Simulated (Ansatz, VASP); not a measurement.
**Two plane-wave programs on Co**

The input INCAR:

```
SYSTEM = Co
PREC = Accurate
ENCUT = 520
EDIFF = 1E-6
ISMEAR = -1
SIGMA = 0.1
LREAL = .FALSE.
LASPH = .TRUE.
NELM = 80
ALGO = Normal
ISIF = 2
LWAVE = .FALSE.
LCHARG = .FALSE.
GGA = PE
NBANDS = 16
```

KPOINTS

```
regular mesh
0
G
  24 24 13
  0 0 0
```

Contents of POSCAR:

```
Co
1.0
    2.4907448865      0.0000000000      0.0000000000
   -1.2453724432      2.1570483460      0.0000000000
    0.0000000000      0.0000000000      4.0128108288
Co
2
Direct
    0.3333333333      0.6666666667      0.2500000000
    0.6666666667      0.3333333333      0.7500000000
```

Input for Ansatz:

```yaml
crystal:
  lattice:
    - [2.4907448865, 0.0, 0.0]
    - [-1.2453724432, 2.157048346, 0.0]
    - [0.0, 0.0, 4.0128108288]
  atoms:
    - { symbol: Co, position: [0.3333333333, 0.6666666667, 0.25] }
    - { symbol: Co, position: [0.6666666667, 0.3333333333, 0.75] }
hamiltonian:
  xc: pbe
  pseudopotentials:
    kind: paw
    azcp:
      Co: "pseudopotentials/Co.paw.azcp"
basis:
  ecutwfc: 420
  fft_grid_basis: typed
kpoints:
  mp_grid: { grid: [24, 24, 13], shift: [0, 0, 0] }
magnetization:
  spin_polarized: false
scf:
  occupations: { method: fermi_dirac, width: 0.1 }
output:
  stress: true
```

Alike in both runs: task single point; functional PBE; k mesh 24 × 24 × 13; occupations fermi-dirac, width 0.1 eV; no spin polarisation.

|  | VASP | Ansatz |
| --- | --- | --- |
| version | VASP 6.6.1 | Ansatz 0.2.0 |
| potentials or method | VASP PAW PBE potentials, release 64 (Co) | plane waves (420 eV) with PAW, scalar-relativistic |
| plane-wave cutoff (eV) | 520 | 420 |
| valence electrons in the cell | 18 | 34 |

VASP gave:

```
pressure (GPa)                                  : -9.4
largest component of the traceless stress (GPa) : 0.20
```

**Question.** What did Ansatz give for the same quantities?

**Answer.** Pressure (GPa): -9.0; largest component of the traceless stress (GPa): 0.14.

The functional is the same, so the differences come from potentials, cutoffs and numerics. The two sets of potentials don't hold the same shells in valence.

Caveats: the run has no spin polarisation, though such a crystal can be magnetic. Spin polarisation is off, so any magnetic state and its effect on volume and gap are missing.
